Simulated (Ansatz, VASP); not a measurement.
## BAs in two plane-wave programs

Wanted: the spread between two codes on one cell, functional and k mesh. Of the first pair: The cell is taken from a series of runs on this material, whose earlier steps may have relaxed, scaled, displaced or heated it; both programs get it as it stands.

Calculated with Ansatz 0.2.0; plane waves, with VASP 6.6.1 beside it; relaxation of cell and atoms at PBEsol and single point at PBEsol.

## Step 1: The starting structure

Symmetry: F-43m, No. 216, cubic system. The conventional cell has a = 4.780 Å, b = 4.780 Å, c = 4.780 Å, α = 90.00°, β = 90.00°, γ = 90.00°. Nearest to As lie 4 B at 2.07 Å. Nearest to B lie 4 As at 2.07 Å. Farther neighbours are not listed.

Coordinates:

```cif
data_structure
_symmetry_space_group_name_H-M 'F-43m'
_symmetry_Int_Tables_number 216
_cell_length_a 4.7800
_cell_length_b 4.7800
_cell_length_c 4.7800
_cell_angle_alpha 90.000
_cell_angle_beta 90.000
_cell_angle_gamma 90.000
_cell_volume 109.22
loop_
_atom_site_label
_atom_site_type_symbol
_atom_site_symmetry_multiplicity
_atom_site_Wyckoff_symbol
_atom_site_fract_x
_atom_site_fract_y
_atom_site_fract_z
_atom_site_occupancy
As1 As 4 c 0.25000 0.25000 0.25000 1
B1 B 4 a 0.00000 0.00000 0.00000 1
```

## Step 2: VASP: relaxation of cell and atoms, PBEsol

The relaxed volume is the usual yardstick between codes: in a stiff, nearly cubic crystal its relative difference is about their pressure difference at one cell divided by the bulk modulus.

Lines of VASP's logs that name or quote its potential files are left out, and so is its time.

INCAR reads:

```
SYSTEM = BAs
PREC = Accurate
ENCUT = 500
EDIFF = 1E-07
NELM = 120
ISMEAR = -1
SIGMA = 0.02
LREAL = .FALSE.
ALGO = Normal
GGA = PS
NBANDS = 10
LORBIT = 11
LWAVE = .FALSE.
LCHARG = .FALSE.
ISIF = 3
IBRION = 2
NSW = 80
EDIFFG = -0.005
LASPH = .TRUE.
GGA_COMPAT = .FALSE.
NELMIN = 4
EFERMI = MIDGAP
KPAR = 2
```

POSCAR reads:

```
BAs
1.0
    0.0000000000      2.3900000000      2.3900000000
    2.3900000000      0.0000000000      2.3900000000
    2.3900000000      2.3900000000      0.0000000000
As B
1 1
Direct
    0.7500000000      0.7500000000      0.7500000000
    0.0000000000      0.0000000000      0.0000000000
```

KPOINTS reads:

```
Automatic mesh
0
Gamma
10 10 10
0 0 0
```

Potentials, in the order of the species: As and B (PBE family, release 64).

Run with:

```
> mpirun -np 2 vasp_std
```

Numbers of over 12 decimals in the logs are rounded to 6 here.

The log of the run:

```text
[banner, memory and clock lines left out]
running    2 mpi-ranks, on    1 nodes
 distrk:  each k-point on    1 cores,    2 groups
 distr:  one band on    1 cores,    1 groups

 POSCAR found type information on POSCAR AsB
 POSCAR found :  2 types and       2 ions
|                                                                             |
|               ----> ADVICE to this user running VASP <----                  |
|                                                                             |
|     You enforced a specific xc type in the INCAR file but a different       |
|     [... a line on the potential file left out ...]
|     I HOPE YOU KNOW WHAT YOU ARE DOING!                                     |
|                                                                             |

 LDA part: xc-table for (Slater+PW92), standard interpolation
 POSCAR, INCAR and KPOINTS ok, starting setup
 FFT: planning ... GRIDC
 FFT: planning ... GRID_SOFT
 FFT: planning ... GRID
 WAVECAR not read
 entering main loop
       N       E                     dE             d eps       ncg     rms          rms(c)
DAV:   1     0.130589222519E+02    0.13059E+02   -0.37827E+03   940   0.692E+02
DAV:   2    -0.120861279099E+02   -0.25145E+02   -0.23978E+02  1300   0.105E+02
DAV:   3    -0.128056468181E+02   -0.71952E+00   -0.71836E+00  1098   0.181E+01
DAV:   4    -0.128076947218E+02   -0.20479E-02   -0.20478E-02  1122   0.108E+00
DAV:   5    -0.128076982102E+02   -0.34884E-05   -0.34884E-05  1096   0.463E-02    0.482E+00
DAV:   6    -0.122807872289E+02    0.52691E+00   -0.13921E+00  1012   0.509E+00    0.239E+00
DAV:   7    -0.122125298840E+02    0.68257E-01   -0.18496E-01  1136   0.223E+00    0.920E-01
DAV:   8    -0.122034005962E+02    0.91293E-02   -0.19070E-02  1014   0.797E-01    0.946E-02
DAV:   9    -0.122035345705E+02   -0.13397E-03   -0.63745E-04  1062   0.164E-01    0.512E-02
DAV:  10    -0.122035920052E+02   -0.57435E-04   -0.97466E-05  1018   0.609E-02    0.107E-02
DAV:  11    -0.122035944550E+02   -0.24498E-05   -0.18786E-06  1128   0.109E-02    0.983E-03
DAV:  12    -0.122035942886E+02    0.16636E-06   -0.10810E-06  1050   0.549E-03    0.267E-03
DAV:  13    -0.122035943248E+02   -0.36216E-07   -0.33722E-08   640   0.139E-03
   1 F= -.12203594E+02 E0= -.12203594E+02  d E =-.122036E+02
 curvature:   0.00 expect dE= 0.000E+00 dE for cont linesearch  0.000E+00
 trial: gam= 0.00000 g(F)=  0.119E-48 g(S)=  0.851E-04 ort = 0.000E+00 (trialstep = 0.100E+01)
 search vector abs. value=  0.851E-04
 bond charge predicted
       N       E                     dE             d eps       ncg     rms          rms(c)
DAV:   1    -0.122036643551E+02   -0.70066E-04   -0.17060E-03  1032   0.261E-01    0.406E-02
DAV:   2    -0.122036210567E+02    0.43298E-04   -0.73275E-05  1020   0.456E-02    0.204E-02
DAV:   3    -0.122036080194E+02    0.13037E-04   -0.28705E-05  1020   0.252E-02    0.643E-03
DAV:   4    -0.122036074193E+02    0.60012E-06   -0.14440E-06  1090   0.693E-03    0.398E-03
DAV:   5    -0.122036074606E+02   -0.41275E-07   -0.11458E-07   594   0.199E-03
   2 F= -.12203607E+02 E0= -.12203607E+02  d E =-.131357E-04
 trial-energy change:   -0.000013  1 .order   -0.000011   -0.000085    0.000063
 step:   0.5953(harm=  0.5733)  dis= 0.00000  next Energy=   -12.203620 (dE=-0.258E-04)
 bond charge predicted
       N       E                     dE             d eps       ncg     rms          rms(c)
DAV:   1    -0.122036304415E+02   -0.23022E-04   -0.27807E-04  1030   0.105E-01    0.165E-02
DAV:   2    -0.122036229200E+02    0.75215E-05   -0.12093E-05  1018   0.185E-02    0.832E-03
DAV:   3    -0.122036202446E+02    0.26754E-05   -0.46930E-06  1026   0.102E-02    0.257E-03
DAV:   4    -0.122036199797E+02    0.26482E-06   -0.23801E-07  1010   0.281E-03    0.160E-03
DAV:   5    -0.122036199262E+02    0.53570E-07   -0.18667E-08   522   0.806E-04
   3 F= -.12203620E+02 E0= -.12203620E+02  d E =-.256013E-04
 curvature:  -0.29 expect dE=-0.221E-07 dE for cont linesearch -0.221E-07
 trial: gam= 0.00000 g(F)=  0.303E-48 g(S)=  0.772E-07 ort =-0.256E-05 (trialstep = 0.919E+00)
 search vector abs. value=  0.773E-07
 reached required accuracy - stopping structural energy minimisation
```

OUTCAR, selected parts (step 2):

```text
ion  position               nearest neighbor table
   1  0.750  0.750  0.750-   2 2.07   2 2.07   2 2.07   2 2.07
   2  0.000  0.000  0.000-   1 2.07   1 2.07   1 2.07   1 2.07

  LATTYP: Found a face centered cubic cell.
 ALAT       =     4.7800000000

 Subroutine GETGRP returns: Found 24 space group operations
 (whereof 24 operations were pure point group operations)

The static configuration has the point symmetry T_d .

 Found     47 irreducible k-points:

   k-points           NKPTS =     47   k-points in BZ     NKDIM =     47   number of bands    NBANDS=     10

   dimension x,y,z NGX =    28 NGY =   28 NGZ =   28
   dimension x,y,z NGXF=    56 NGYF=   56 NGZF=   56

   ENCUT  =  500.0 eV  36.75 Ry    6.06 a.u.   6.16  6.16  6.16*2*pi/ulx,y,z

   NELECT =       8.0000    total number of electrons

 k-points in reciprocal lattice and weights: Automatic mesh
   0.00000000  0.00000000  0.00000000       0.001
   0.10000000  0.00000000  0.00000000       0.008
   0.20000000  0.00000000  0.00000000       0.008
   0.30000000  0.00000000  0.00000000       0.008
   0.40000000  0.00000000  0.00000000       0.008
   0.50000000  0.00000000  0.00000000       0.004
   0.10000000  0.10000000  0.00000000       0.006
   0.20000000  0.10000000  0.00000000       0.024
   0.30000000  0.10000000  0.00000000       0.024
[...]
-0.30000000  0.40000000  0.20000000       0.024
  -0.30000000  0.50000000  0.20000000       0.012

 average (electrostatic) potential at core
       1 -48.5837       2 -26.9184

 E-fermi :   6.5778

 k-point     1 :       0.0000    0.0000    0.0000
  band No.  band energies     occupation
      1      -9.3938      2.00000
      2       6.0396      2.00000
      3       6.0396      2.00000
      4       6.0396      2.00000
      5       9.2789      0.00000
      6       9.2789      0.00000
      7       9.2789      0.00000
      8      10.7161      0.00000
      9      15.3842      0.00000
    ...

 k-point     2 :       0.1000    0.0000    0.0000
  band No.  band energies     occupation
      1      -9.2293      2.00000
      2       4.6341      2.00000
      3       5.7349      2.00000
      4       5.7349      2.00000
      5       9.4236      0.00000
      6       9.6793      0.00000
      7       9.6793      0.00000
      8      11.5856      0.00000
      9      16.0409      0.00000
    ...

 k-point     3 :       0.2000    0.0000    0.0000
  band No.  band energies     occupation
      1      -8.7439      2.00000
      2       2.2581      2.00000
      3       5.1572      2.00000
      4       5.1572      2.00000
      5       9.2059      0.00000
      6      10.3969      0.00000
      7      10.3969      0.00000
      8      13.1849      0.00000
      9      17.0541      0.00000
    ...

  Total        0.0010327      0.0010327      0.0010327      0.0000000     -0.0000000     -0.0000000
  in kB        0.0606864      0.0606864      0.0606864      0.0000000     -0.0000000     -0.0000000
  external PRESSURE =       0.0606864 kB  Pullay stress =       0.0000000 kB

  energy-cutoff  :      500.00
  volume of cell :       27.26
      direct lattice vectors                 reciprocal lattice vectors
    -0.000000000  2.388823239  2.388823239    -0.209308078  0.209308078  0.209308078
     2.388823239  0.000000000  2.388823239     0.209308078 -0.209308078  0.209308078
     2.388823239  2.388823239  0.000000000     0.209308078  0.209308078 -0.209308078

 POSITION                                       TOTAL-FORCE (eV/Angst)
 -----------------------------------------------------------------------------------
      3.58323      3.58323      3.58323         0.000000     -0.000000      0.000000
      0.00000      0.00000      0.00000        -0.000000      0.000000     -0.000000
 -----------------------------------------------------------------------------------
    total drift:                                0.000000      0.000000      0.000000

  FREE ENERGIE OF THE ION-ELECTRON SYSTEM (eV)
  ---------------------------------------------------
  free  energy   TOTEN  =       -12.2036199262 eV

  energy  without entropy=      -12.2036199262  energy(sigma->0) =      -12.20361993

 reached required accuracy - stopping structural energy minimisation

 total charge
# of ion       s       p       d       tot
------------------------------------------
    1        1.175   1.664   0.088   2.927
    2        0.654   1.170   0.000   1.824
--------------------------------------------------
tot          1.829   2.834   0.088   4.751

[... 3 further parts left out ...]
```

CONTCAR:

```
BAs
   1.00000000000000
    -0.0000000000000000    2.3888232385221673    2.3888232385221673
     2.3888232385221673    0.0000000000000000    2.3888232385221673
     2.3888232385221673    2.3888232385221673    0.0000000000000000
  As              B
     1     1
Direct
     0.7500000000000000    0.7500000000000000    0.7500000000000000
     0.0000000000000000    0.0000000000000000    0.0000000000000000
```

The run keeps the 24 symmetry operations of its start, so it cannot find a distortion of lower symmetry.

## Step 3: Ansatz: relaxation of cell and atoms, PBEsol

Ansatz runs on its PAW soft_1 files.

The same cell, functional, mesh and smearing now go to Ansatz.

input.yaml reads:

```yaml
crystal:
  lattice:
    - [0.0, 2.39, 2.39]
    - [2.39, 0.0, 2.39]
    - [2.39, 2.39, 0.0]
  atoms:
    - { symbol: As, position: [0.75, 0.75, 0.75] }
    - { symbol: B, position: [0.0, 0.0, 0.0] }
kpoints:
  mp_grid: { grid: [10, 10, 10] }
scf:
  occupations: { method: fermi_dirac, width: 0.02 }
hamiltonian:
  xc: pbesol
  pseudopotentials: { kind: paw, azcp: { folder: soft_1 }, xc_functional: pbe }
basis:
  ecutwfc: 600
output:
  forces: true
  stress: true
  write_density: true
  write_potential: true
  elf: true
  volumetric_format: npy
relax:
  f_tol: 0.005
  max_steps: 70
  cell: { stress_tol: 0.02, p_target: 0 }
```

Run with:

```
> ansatz run input.yaml --threads 8 --pin off --max-ram 18432MiB --backend cpu --events-out ev --progress --plain --runs-dir out
```

The log of the run:

```text
Engine: ansatz 0.2.0, aarch64-unknown-linux-gnu
Pseudopotentials: kind: paw
Pseudopotential: As, paw, valence charge 15, recommended cutoff 420 eV (normal), soft_1/As.paw.azcp
Pseudopotential: B, paw, valence charge 3, recommended cutoff 420 eV (normal), soft_1/B.paw.azcp
Functional definition: PBEsol
  exchange = pbesol_x
  correlation = pbesol_c
Crystal: 2 atoms, lattice volume = 27.304 Å³
Basis set: ecut = 600 eV, 941 PW (Γ), exchange–correlation on 60×60×60 points (8 copies of the dense FFT grid, shifted against one another)
Bands: 13, of which v1, the nominal top of the filled ones, is band 9 counted from 1 (8 counted from 0)
Symmetry: 24 space group operations
Space group: F-43m (ITA 216), of the structure as read, at distance tolerance 3.0e-5 Å
k-points: 47 of 1000 (time reversal used)
Non-local potential: As, projectors of the file, l = 0: 2, l = 1: 2, l = 2: 3, l = 3: 1
Non-local potential: B, projectors of the file, l = 0: 2, l = 1: 2, l = 2: 1
PAW form: soft (Blöchl's): semilocal exchange-correlation on the pseudo side does not see the compensation charge
PAW frozen core: As, regenerated for the run's functional, and the local potential with it (the file was generated under x = pbe(κ = 0.804, μ = 0.219515), c = pbe(β = 0.066725))
PAW frozen core: B, regenerated for the run's functional, and the local potential with it (the file was generated under x = pbe(κ = 0.804, μ = 0.219515), c = pbe(β = 0.066725))
PAW one-centre angular grid: As, 590 points (default); XC on 64 Gauss nodes
PAW one-centre angular grid: B, 110 points (default); XC on 64 Gauss nodes
Initial density: superposition of atomic densities (chi_scale 0.1, normalization cell, long waves kept (reshape's long-wave potential 0.00 eV rms))
Initial wavefunctions: pseudopotential atomic-orbital guess
Functional: x = pbesol(κ = 0.804, μ = 0.123457), c = pbesol(β = 0.046)
SCF iter   1: F=—  HF=-4966.366796 eV  |F-HF|=—  |Δ(HF+E_count)|=         —  Δρ=7.41e-2  dr2=1.91e0  ethr=3.10e-3  ⟨swp⟩=5.8  Hψ=3436  notcnv=0
preconditioner: auto → none  [insulator: Δε(μ)=1.663 eV  Ē_g=12.424 eV  σ=0.020 eV  W_gap=1.00  n_scr=8 (ndim 8)  ℏωp=20.1 eV  f_vac=0.000  D(μ)=0.00/eV (n_scr^D=0)  ε∞_Penn≈3.6]
SCF iter   2: F=—  HF=-4965.809819 eV  |F-HF|=—  |Δ(HF+E_count)|=   5.57e-1  Δρ=2.45e-2  dr2=1.37e-1  ethr=3.10e-3  ⟨swp⟩=3.0  Hψ=1415  notcnv=0
SCF iter   3: F=—  HF=-4965.777576 eV  |F-HF|=—  |Δ(HF+E_count)|=   3.22e-2  Δρ=1.04e-2  dr2=1.93e-2  ethr=7.63e-4  ⟨swp⟩=3.0  Hψ=1224  notcnv=0
SCF iter   4: F=—  HF=-4965.775736 eV  |F-HF|=—  |Δ(HF+E_count)|=   1.84e-3  Δρ=4.43e-3  dr2=4.08e-3  ethr=1.07e-4  ⟨swp⟩=3.0  Hψ=1043  notcnv=0
SCF iter   5: F=—  HF=-4965.774764 eV  |F-HF|=—  |Δ(HF+E_count)|=   9.72e-4  Δρ=9.90e-4  dr2=1.90e-4  ethr=2.27e-5  ⟨swp⟩=3.0  Hψ=1222  notcnv=0
SCF iter   6: F=—  HF=-4965.774750 eV  |F-HF|=—  |Δ(HF+E_count)|=   1.36e-5  Δρ=1.32e-4  dr2=3.12e-6  ethr=1.05e-6  ⟨swp⟩=2.0  Hψ=1034  notcnv=0
SCF iter   7: F=—  HF=-4965.774752 eV  |F-HF|=—  |Δ(HF+E_count)|=   1.09e-6  Δρ=7.27e-6  dr2=7.53e-9  ethr=5.56e-10  ⟨swp⟩=6.1  Hψ=3428  notcnv=0
SCF iter   8: F=-4965.774752 eV  HF=-4965.774752 eV  |F-HF|=1.27e-11  |Δ(HF+E_count)|=   8.04e-9  Δρ=4.93e-7  dr2=3.71e-11  ethr=4.19e-11  ⟨swp⟩=4.9  Hψ=3162  notcnv=0
SCF 1 converged in 8 iterations: F = -4965.774752 eV  dr2 = 3.71e-11
  greatest PAW one-centre occupation: 0.999 electrons in one spin orbital (limit 2), on the As atom at site 0 (counted from 0), in its partial waves of l = 2
relax step   1: F+E_penalty+E_count = -4965.77475157 eV  Δ(F+E_penalty+E_count) = +0.000e0 eV  max|allowed force component| = 1.764e-16 eV/Å  Δτ_max = 0.0000 Å  P = -1.073 GPa  Ω = 27.304 Å³  (8 SCF iters, dr2 threshold 1.00e-7 eV, accepted)
[...]
relax step   2: F+E_penalty+E_count = -4965.77541646 eV  Δ(F+E_penalty+E_count) = -6.649e-4 eV  max|allowed force component| = 7.055e-17 eV/Å  Δτ_max = 0.0000 Å  P = -0.294 GPa  Ω = 27.150 Å³  energy of the carried Pulay correction = +5.555e-6 eV  (4 SCF iters, dr2 threshold 2.00e-7 eV, accepted)
[...]
relax step   3: F+E_penalty+E_count = -4965.77547090 eV  Δ(F+E_penalty+E_count) = -5.444e-5 eV  max|allowed force component| = 9.425e-17 eV/Å  Δτ_max = 0.0000 Å  P = +0.004 GPa  Ω = 27.092 Å³  energy of the carried Pulay correction = +7.649e-6 eV  (4 SCF iters, dr2 threshold 2.00e-7 eV, accepted)
[...]
relax step   4: F+E_penalty+E_count = -4965.77546405 eV  Δ(F+E_penalty+E_count) = +6.843e-6 eV  max|allowed force component| = 3.556e-17 eV/Å  Δτ_max = 0.0000 Å  P = +0.004 GPa  Ω = 27.092 Å³  stress off target by 3.87e-3 GPa  SCF on the basis re-selected at this cell (its energy is not comparable with the rows above)  (5 SCF iters)
basis re-selected at this cell: Δ(F+E_penalty+E_count) = +6.843e-6 eV, ΔP = +0.000 GPa vs the last step (what re-selecting the basis moved, of the pressure what is left beyond the Pulay correction that the steps carried, after the strain that the cell walked since its last selection, with what the two solves' SCF thresholds leave and, on support functions, any second-order correction that the steps lacked; it is no measure of the basis error at this ecutwfc). The dense FFT grid was sized anew with the basis: this SCF ran on 27×27×27 points, the steps before it on 30×30×30, so part of this shift can come from that change (see relax.cell in the input reference). [rest of the remark cut]
SCF converged after 5 iterations
Free energy (F): -4965.775464 eV
Harris-Foulkes:  -4965.775464 eV  (|F-HF|=4.55e-12)
Internal energy: -4965.775464 eV  (E = F + TS)
E sigma→0 (E₀):  -4965.775464 eV
Fermi energy:    11.233451 eV
--- Per-component energies (eV) ---
  E_band       = -218.603912
  E_kinetic    = 146.873193
  E_local      = -1950.845931  (includes V_loc(G=0)·N_el)
  E_nonlocal   = -382.773430
  E_hartree    = 1099.123254
  E_xc         = -102.778760
  E_vxc        = -112.562999  (∫ρ·V_xc dr)
  E_paw        = -2047.177552  (= ΣΔE_a)
  E_vpaw       = -117.541252  (= ΣTr[D̂ρ^β])
  E_aug_tail   = 0.000013  (compensation charges beyond the density's cutoff)
  E_ewald      = -1729.177393
  E_core_change = 0.981141  (= ΣΔE_core)
  E_smearing   = -0.000000  (= −TS)
  E_closure    = -0.000000  (closes the sum)
  Σ components = -4965.775464   (vs F -4965.775464, Δ=0.00e0)
--- Forces (eV/Å), atoms counted from 1 ---
  atom   1  As     0.00000000     0.00000000     0.00000000
  atom   2  B     -0.00000000     0.00000000     0.00000000
  max |Σ_I F_I| component: 1.05e-16 eV/Å
--- Stress (GPa, compression-positive) ---
        0.003866       0.000000       0.000000
       -0.000000       0.003866       0.000000
        0.000000       0.000000       0.003866
  P = ⅓ Tr σ = 0.0039 GPa (0.039 kbar)
--- Band table (eV; the first three rows and the last of 47) ---
  k-point 0: bands = [... 5 lower, -4.7876, 10.7006, 10.7006, 10.7006, 13.9504, 13.9504, 13.9504, 15.4308]
  k-point 1: bands = [... 5 lower, -4.6223, 9.2922, 10.3944, 10.3944, 14.1040, 14.3533, 14.3533, 16.2935]
  k-point 2: bands = [... 5 lower, -4.1345, 6.9094, 9.8141, 9.8141, 13.8926, 15.0755, 15.0755, 17.8889]
  k-point 46: bands = [... 5 lower, -0.4279, 2.5783, 5.2622, 5.5181, 15.1656, 15.5019, 18.5269, 18.5848]
--- Relaxed structure (3 steps of the walk, 3 accepted, 1 SCFs on fresh bases) ---
  F+E_penalty+E_count = -4965.77546405 eV   max|allowed force component| = 3.556e-17 eV/Å   (the final SCF, on the basis selected at the relaxed cell)
  cell:  # Å, volume = 27.0919 Å³
    - [0, 2.383800, 2.383800]
    - [2.383800, 0, 2.383800]
    - [2.383800, 2.383800, 0]
  atoms:
    - { symbol: As, position: [0.750000, 0.750000, 0.750000] }
    - { symbol: B, position: [0, 0, 0] }
```

## Step 4: Comparison

Known differences besides the potentials themselves: the data sets hold 18 valence electrons in Ansatz (on its PAW soft_1 files) and 8 in VASP; the cutoff is 600 eV in Ansatz and 500 eV in VASP; Ansatz makes its cores anew for this functional, VASP keeps those of its PBE data sets; Ansatz adds a Pulay correction to the stress that steers its cell, VASP none. Total energies have different zeros and are not compared.

Both answers:

```
                                         quantity  Ansatz   VASP  difference
                                      volume (Å³)   27.09  27.26     -0.63 %
edge a after relaxation, in the typed setting (Å)   3.371  3.378     -0.21 %
```

(Continued in part 2 of 2.)

[Lines on the potential files, build, host, timing and source positions are cut from VASP's logs without a mark.]

[Logs are printed without paths, hosts, clocks, repeated set-up lines and the standing remarks that a program may print on its own settings, such as how far it seeks lower states.]

[Hosts, paths, dates, database ids (printed as entryN), source tags and the programs' standing remarks are cut or masked in the printed files.]
